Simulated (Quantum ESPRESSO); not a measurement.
# WS2 (R3m) in Quantum ESPRESSO: a series of runs, part 2 of 2

Quantum ESPRESSO 7.5.

### Step 7. Single point, r2SCAN, 18.45 Å³/atom

Contents of pw.in:

```
&CONTROL
  calculation = 'scf'
  prefix = 'pwscf'
  outdir = './tmp'
  pseudo_dir = './pseudo'
  tstress = .true.
  disk_io = 'nowf'
/
&SYSTEM
  ibrav = 0
  nat = 3
  ntyp = 2
  ecutwfc = 75
  nbnd = 28
  input_dft = 'r2scan'
  occupations = 'smearing'
  smearing = 'fd'
  degauss = 0.00367493
  nosym = .true.
  nr1 = 72
  nr2 = 72
  nr3 = 72
/
&ELECTRONS
  conv_thr = 1d-08
  electron_maxstep = 120
  mixing_beta = 0.5
/
ATOMIC_SPECIES
W    183.8400 W_ONCV_PBE-1.2.upf
S     32.0600 S_ONCV_PBE-1.2.upf
CELL_PARAMETERS angstrom
   1.5997786986    0.9236326623    6.2444391255
  -1.5997786986    0.9236326623    6.2444391255
   0.0000000000   -1.8472653246    6.2444391255
ATOMIC_POSITIONS crystal
W      0.0000000000    0.0000000000    0.0000000000
S      0.5810000000    0.5810000000    0.5810000000
S      0.7503000000    0.7503000000    0.7503000000
K_POINTS automatic
4 4 4 0 0 0
```

The run is started by

```console
$ OMP_NUM_THREADS=1 mpirun -n 4 pw.x -nk 2 -in pw.in > pw.out
```

Wall time 4.6 min (4 MPI ranks of Arm Neoverse V2, shared host); peak memory 0.48 GiB.

The run converged. Its results:

| Item | Value |
| --- | --- |
| Free energy | -7944.6691 eV |
| Pressure | -7.1 GPa |
| Band gap on the k mesh | 1.46 eV, indirect (least direct gap 2.32 eV) |

Caveat: the k mesh is coarse (spacing up to 0.57 Å⁻¹), so the values aren't converged; the potentials were made for another functional, which shifts forces and pressure; spin-orbit coupling is left out, which moves the levels of the heavy elements.

### Step 8. Single point, r2SCAN, 18.81 Å³/atom

pw.in: that of step 7 with these lines changed.

```diff
@@ -32,5 +32,5 @@
 CELL_PARAMETERS angstrom
-   1.5997786986    0.9236326623    6.2444391255
-  -1.5997786986    0.9236326623    6.2444391255
-   0.0000000000   -1.8472653246    6.2444391255
+   1.6099686466    0.9295158316    6.2842136955
+  -1.6099686466    0.9295158316    6.2842136955
+   0.0000000000   -1.8590316630    6.2842136955
 ATOMIC_POSITIONS crystal
```

The run is started by

```console
$ OMP_NUM_THREADS=1 mpirun -n 4 pw.x -nk 2 -in pw.in > pw.out
```

Run time: 5.1 min. Hardware: 4 MPI ranks of Arm Neoverse V2, shared host; peak memory 0.48 GiB.

The run converged. Its results:

| Item | Value |
| --- | --- |
| Free energy | -7944.6136 eV |
| Pressure | -9.6 GPa |
| Band gap on the k mesh | 1.45 eV, indirect (least direct gap 2.28 eV) |

Caveat: the k mesh is coarse (spacing up to 0.57 Å⁻¹), so the values aren't converged; the potentials were made for another functional, which shifts forces and pressure; spin-orbit coupling is left out, which moves the levels of the heavy elements.

### Step 9. Equation of state, r2SCAN

Potentials or basis: SG15 PBE 1.2.

This step only gathers the single runs of the series.

Results:

| Quantity | Value |
| --- | --- |
| Equilibrium volume | 17.62 Å³/atom |
| Bulk modulus at fixed shape and positions | 170 GPa |
| Pressure derivative of the bulk modulus | 4.3 |

Energy against volume, from the lowest point:
```tsv
volume (Å³/atom)	energy (meV/atom)
16.679	29.12
17.034	10.66
17.389	1.27
17.744	0.00
18.099	6.03
18.454	18.62
18.809	37.12
```

Caveat: the k mesh is coarse (spacing up to 0.58 Å⁻¹), so the values aren't converged; the potentials were made for another functional, which shifts forces and pressure; the cell was scaled at fixed shape and fractional positions, which overstates the stiffness of a crystal with free parameters, most of all of layers and chains. Spin-orbit coupling is left out, which matters for the levels of W.

### Step 10. Band structure, r2SCAN

Contents of pw.in:

```
&CONTROL
  calculation = 'scf'
  prefix = 'pwscf'
  outdir = './tmp'
  pseudo_dir = './pseudo'
  tprnfor = .true.
  tstress = .true.
  disk_io = 'low'
/
&SYSTEM
  ibrav = 0
  celldm(1) = 8
  nat = 3
  ntyp = 2
  ecutwfc = 75
  nbnd = 28
  input_dft = 'r2scan'
  occupations = 'smearing'
  smearing = 'fd'
  degauss = 0.00367493
  nosym = .true.
/
&ELECTRONS
  conv_thr = 1d-08
  electron_maxstep = 120
  mixing_beta = 0.5
/
ATOMIC_SPECIES
W    183.8400 W_ONCV_PBE-1.2.upf
S     32.0600 S_ONCV_PBE-1.2.upf
CELL_PARAMETERS alat
  0.3729846938480   0.2153428134085   1.4558765018392
 -0.3729846938480   0.2153428134085   1.4558765018392
  0.0000000000000  -0.4306856267933   1.4558765018392
ATOMIC_POSITIONS crystal
W      0.0000000000    0.0000000000    0.0000000000
S      0.5810000000    0.5810000000    0.5810000000
S      0.7503000000    0.7503000000    0.7503000000
K_POINTS automatic
6 6 6 0 0 0
```

Contents of bands.in:

```
&CONTROL
  calculation = 'bands'
  prefix = 'pwscf'
  outdir = './tmp'
  pseudo_dir = './pseudo'
  disk_io = 'low'
  verbosity = 'high'
/
&SYSTEM
  ibrav = 0
  celldm(1) = 8
  nat = 3
  ntyp = 2
  ecutwfc = 75
  nbnd = 28
  input_dft = 'r2scan'
  occupations = 'smearing'
  smearing = 'fd'
  degauss = 0.00367493
  nosym = .true.
/
&ELECTRONS
  conv_thr = 1d-08
  electron_maxstep = 120
  mixing_beta = 0.5
  diago_full_acc = .true.
  startingwfc = 'random'
/
ATOMIC_SPECIES
W    183.8400 W_ONCV_PBE-1.2.upf
S     32.0600 S_ONCV_PBE-1.2.upf
CELL_PARAMETERS alat
  0.3729846938480   0.2153428134085   1.4558765018392
 -0.3729846938480   0.2153428134085   1.4558765018392
  0.0000000000000  -0.4306856267933   1.4558765018392
ATOMIC_POSITIONS crystal
W      0.0000000000    0.0000000000    0.0000000000
S      0.5810000000    0.5810000000    0.5810000000
S      0.7503000000    0.7503000000    0.7503000000
K_POINTS crystal
60
 0.0000000000  0.0000000000  0.0000000000 1
 0.0555555556  0.0000000000  0.0000000000 1
 0.1111111111  0.0000000000  0.0000000000 1
 0.1666666667  0.0000000000  0.0000000000 1
 0.2222222222  0.0000000000  0.0000000000 1
 0.2777777778  0.0000000000  0.0000000000 1
 0.3333333333  0.0000000000  0.0000000000 1
 0.3888888889  0.0000000000  0.0000000000 1
 0.4444444444  0.0000000000  0.0000000000 1
 0.5000000000  0.0000000000  0.0000000000 1
 0.5000000000  0.0362504274 -0.0362504274 1
 0.5000000000  0.0725008547 -0.0725008547 1
 0.5000000000  0.1087512821 -0.1087512821 1
 0.5000000000  0.1450017095 -0.1450017095 1
 0.5000000000  0.1812521368 -0.1812521368 1
 0.8187478632  0.5000000000  0.1812521368 1
 0.7868730768  0.5000000000  0.2131269232 1
 0.7549982905  0.5000000000  0.2450017095 1
 0.7231235042  0.5000000000  0.2768764958 1
 0.6912487179  0.5000000000  0.3087512821 1
 0.6593739316  0.5000000000  0.3406260684 1
 0.6274991453  0.5000000000  0.3725008547 1
 0.5956243589  0.5000000000  0.4043756411 1
 0.5637495726  0.5000000000  0.4362504274 1
 0.5318747863  0.5000000000  0.4681252137 1
 0.5000000000  0.5000000000  0.5000000000 1
 0.3333333333  0.3333333333  0.3333333333 1
 0.1666666667  0.1666666667  0.1666666667 1
 0.0000000000  0.0000000000  0.0000000000 1
 0.0309660062  0.0000000000 -0.0309660062 1
 0.0619320124  0.0000000000 -0.0619320124 1
 0.0928980187  0.0000000000 -0.0928980187 1
 0.1238640249  0.0000000000 -0.1238640249 1
 0.1548300311  0.0000000000 -0.1548300311 1
 0.1857960373  0.0000000000 -0.1857960373 1
 0.2167620435  0.0000000000 -0.2167620435 1
 0.2477280498  0.0000000000 -0.2477280498 1
 0.2786940560  0.0000000000 -0.2786940560 1
 0.3096600622  0.0000000000 -0.3096600622 1
 0.3406260684  0.0000000000 -0.3406260684 1
 0.6593739316  0.3406260684  0.0000000000 1
 0.6274991453  0.3725008547  0.0000000000 1
 0.5956243589  0.4043756411  0.0000000000 1
 0.5637495726  0.4362504274  0.0000000000 1
 0.5318747863  0.4681252137  0.0000000000 1
 0.5000000000  0.5000000000  0.0000000000 1
 0.6593739316  0.6593739316  0.1812521368 1
 0.6434365384  0.6434365384  0.2131269232 1
 0.6274991453  0.6274991453  0.2450017095 1
 0.6115617521  0.6115617521  0.2768764958 1
 0.5956243589  0.5956243589  0.3087512821 1
 0.5796869658  0.5796869658  0.3406260684 1
 0.5637495726  0.5637495726  0.3725008547 1
 0.5478121795  0.5478121795  0.4043756411 1
 0.5318747863  0.5318747863  0.4362504274 1
 0.5159373932  0.5159373932  0.4681252137 1
 0.5000000000  0.5000000000  0.5000000000 1
 0.5000000000  0.0000000000  0.0000000000 1
 0.6593739316  0.1703130342  0.1703130342 1
 0.8187478632  0.3406260684  0.3406260684 1
```

Potentials or basis: SG15 PBE 1.2.

The run is started by

```console
$ OMP_NUM_THREADS=1 mpirun -n 4 pw.x -nk 4 -in pw.in > pw.out
$ OMP_NUM_THREADS=1 mpirun -n 4 pw.x -nk 4 -in bands.in > bands.out
```

pw.out:

```text
This program is part of the open-source Quantum ESPRESSO suite
     for quantum simulation of materials; please cite
         "P. Giannozzi et al., J. Phys.:Condens. Matter 21 395502 (2009);
         "P. Giannozzi et al., J. Phys.:Condens. Matter 29 465901 (2017);
         "P. Giannozzi et al., J. Chem. Phys. 152 154105 (2020);
     in publications or presentations arising from this work. More details at

     IMPORTANT: XC functional enforced from input :
     Exchange-correlation= R2SCAN
                           (   0   0   0   0   0 497 498)
     Any further DFT definition will be discarded
     Please, verify this is what you really want

     K-points division:     npool     =       4
     Subspace diagonalization in iterative solution of the eigenvalue problem:
     a serial algorithm will be used

     G-vector sticks info
     --------------------
     sticks:   dense  smooth     PW     G-vecs:    dense   smooth      PW
     Sum        1681    1681    525                31589    31589    5489

     Using Slab Decomposition

     bravais-lattice index     =            0
     lattice parameter (alat)  =       8.0000  a.u.
     unit-cell volume          =     359.2255 (a.u.)^3
     number of atoms/cell      =            3
     number of atomic types    =            2
     number of electrons       =        40.00
     number of Kohn-Sham states=           28
     kinetic-energy cutoff     =      75.0000  Ry
     charge density cutoff     =     300.0000  Ry
     scf convergence threshold =      1.0E-08
     mixing beta               =       0.5000
     number of iterations used =            8  plain     mixing
     Exchange-correlation= R2SCAN
                           (   0   0   0   0   0 497 498)

     celldm(1)=   8.000000  celldm(2)=   0.000000  celldm(3)=   0.000000
     celldm(4)=   0.000000  celldm(5)=   0.000000  celldm(6)=   0.000000

     crystal axes: (cart. coord. in units of alat)
               a(1) = (   0.372985   0.215343   1.455877 )
               a(2) = (  -0.372985   0.215343   1.455877 )
               a(3) = (   0.000000  -0.430686   1.455877 )

     reciprocal axes: (cart. coord. in units 2 pi/alat)
               b(1) = (  1.340538  0.773960  0.228957 )
               b(2) = ( -1.340538  0.773960  0.228957 )
               b(3) = (  0.000000 -1.547919  0.228957 )

     PseudoPot. # 1 for W  read from file:
     W_ONCV_PBE-1.2.upf
     Pseudo is Norm-conserving, Zval = 28.0
     Generated using ONCVPSP code by D. R. Hamann
     Using radial grid of  602 points,  8 beta functions with:
                l(1) =   0
                l(2) =   0
                l(3) =   1
                l(4) =   1
                l(5) =   2
                l(6) =   2
                l(7) =   3
                l(8) =   3

     PseudoPot. # 2 for S  read from file:
     S_ONCV_PBE-1.2.upf
     Pseudo is Norm-conserving, Zval =  6.0
     Generated using ONCVPSP code by D. R. Hamann
     Using radial grid of  602 points,  4 beta functions with:
                l(1) =   0
                l(2) =   0
                l(3) =   1
                l(4) =   1

     atomic species   valence    mass     pseudopotential
     W                28.00   183.84000     W ( 1.00)
     S                 6.00    32.06000     S ( 1.00)

     No symmetry found

   Cartesian axes

     site n.     atom                  positions (alat units)
         1        W      tau(   1) = (   0.0000000   0.0000000   0.0000000  )
         2        S      tau(   2) = (  -0.0000000   0.0000000   2.5375927  )
         3        S      tau(   3) = (   0.0000000   0.0000000   3.2770324  )

     number of k points=   112  Fermi-Dirac smearing, width (Ry)=  0.0037

     Number of k-points >= 100: set verbosity='high' to print them.

     Dense  grid:    31589 G-vectors     FFT dimensions: (  72,  72,  72)

     WARNING: libxc functional with ID  497 depends
      on external parameters: check the user_guide of
      QE if you need to modify them or to check their
      default values.

     WARNING: libxc functional with ID  498 depends
      on external parameters: check the user_guide of
      QE if you need to modify them or to check their
      default values.

     Initial potential from superposition of free atoms

     starting charge      39.9123, renormalised to      40.0000
     Starting wfcs are random

     Self-consistent Calculation

     iteration #  1     ecut=    75.00 Ry     beta= 0.50
     Davidson diagonalization with overlap
     ethr =  1.00E-02,  avg # of iterations = 10.6

     total energy              =    -583.66078419 Ry
     estimated scf accuracy    <      49.19795505 Ry

     iteration #  2     ecut=    75.00 Ry     beta= 0.50
     Davidson diagonalization with overlap
     ethr =  1.00E-02,  avg # of iterations =  1.0

     total energy              =    -583.90083193 Ry
     estimated scf accuracy    <      14.76472112 Ry

     iteration #  3     ecut=    75.00 Ry     beta= 0.50
     Davidson diagonalization with overlap
     ethr =  1.00E-02,  avg # of iterations =  1.0
[... 50 lines left out ...]
     total energy              =    -583.92254439 Ry
     estimated scf accuracy    <       0.00000024 Ry

     iteration # 11     ecut=    75.00 Ry     beta= 0.50
     Davidson diagonalization with overlap
     ethr =  5.98E-10,  avg # of iterations =  2.0

     total energy              =    -583.92254442 Ry
     estimated scf accuracy    <       0.00000002 Ry

     iteration # 12     ecut=    75.00 Ry     beta= 0.50
     Davidson diagonalization with overlap
     ethr =  5.79E-11,  avg # of iterations =  2.1

     End of self-consistent calculation

     Number of k-points >= 100: set verbosity='high' to print the bands.

     the Fermi energy is    15.7714 ev

!    total energy              =    -583.92254442 Ry
     estimated scf accuracy    <          6.6E-10 Ry
     smearing contrib. (-TS)   =      -0.00000003 Ry
     internal energy E=F+TS    =    -583.92254439 Ry

     The total energy is F=E-TS. E is the sum of the following terms:
     one-electron contribution =    -464.93678304 Ry
     hartree contribution      =     256.77491222 Ry
     xc contribution           =     -50.72630644 Ry
     ewald contribution        =    -325.03436713 Ry

     convergence has been achieved in  12 iterations

     Forces acting on atoms (cartesian axes, Ry/au):

     atom    1 type  1   force =     0.00000006   -0.00000002   -0.02337299
     atom    2 type  2   force =     0.00000000   -0.00000003    0.02611545
     atom    3 type  2   force =    -0.00000006    0.00000005   -0.00274246

     Total force =     0.035154     Total SCF correction =     0.000027

     Computing stress (Cartesian axis) and pressure

          total   stress  (Ry/bohr**3)                   (kbar)     P=       -7.80
  -0.00003484  -0.00000000   0.00000000           -5.12       -0.00        0.00
  -0.00000000  -0.00003484  -0.00000000           -0.00       -5.12       -0.00
   0.00000000  -0.00000000  -0.00008935            0.00       -0.00      -13.14

=------------------------------------------------------------------------------=
   JOB DONE.
=------------------------------------------------------------------------------=
```

Wall time 13 min (4 MPI ranks of AMD EPYC 7R43 (Zen 3), shared host); peak memory 0.92 GiB.

What came out:

```yaml
Free_energy: -7944.6709 eV
Pressure: -0.8 GPa
Largest_force: 0.671 eV/Å
Band_gap_on_the_k_mesh: 1.12 eV, indirect (least direct gap 1.98 eV)
Band_gap_along_the_path: 1.11 eV, indirect (least direct gap 1.99 eV)
```

Forces on the atoms (eV/Å):
```
W    0.000  0.000 -0.601
S    0.000  0.000  0.671
S    0.000  0.000 -0.071
```

Stress tensor (GPa, compression positive):
```
-0.51  0.00  0.00
 0.00 -0.51  0.00
 0.00  0.00 -1.31
```

Levels at the corners of the path, in eV from the valence-band top:
```
point  band 16  band 17  band 18  band 19  band 20  band 21  band 22  band 23  band 24  band 25
    Γ    -3.65    -2.39    -2.39    -1.61    -1.20     2.30     2.30     2.64     2.64     5.39
    L    -5.44    -4.31    -2.67    -1.88    -1.73     2.23     2.59     3.90     3.96     4.98
   B1    -5.32    -4.79    -4.19    -3.16    -0.73     1.31     2.68     3.58     4.95     6.61
    B    -5.32    -4.79    -4.19    -3.16    -0.73     1.31     2.68     3.58     4.95     6.61
    Z    -3.67    -3.67    -2.35    -2.35     0.00     2.41     2.41     2.49     2.49     5.61
    Γ    -3.65    -2.39    -2.39    -1.61    -1.20     2.30     2.30     2.64     2.64     5.39
    X    -5.36    -4.80    -4.12    -3.20    -0.71     1.28     2.69     3.55     4.98     6.41
    Q    -5.36    -4.80    -4.12    -3.20    -0.71     1.28     2.69     3.55     4.98     6.41
    F    -5.13    -4.22    -3.28    -2.08    -1.55     2.18     2.71     3.45     4.44     5.67
   P1    -5.20    -4.24    -3.15    -2.04    -1.57     2.19     2.74     3.51     4.31     5.29
    Z    -3.67    -3.67    -2.35    -2.35     0.00     2.41     2.41     2.49     2.49     5.61
    L    -5.44    -4.31    -2.67    -1.88    -1.73     2.23     2.59     3.90     3.96     4.98
    P    -5.20    -4.24    -3.15    -2.04    -1.57     2.19     2.74     3.51     4.31     5.29
```

Caveat: the potentials were made for another functional, which shifts forces and pressure; spin-orbit coupling is left out, which moves the levels of the heavy elements. r2SCAN opens gaps a little over a GGA but as a rule still falls short of measured ones.
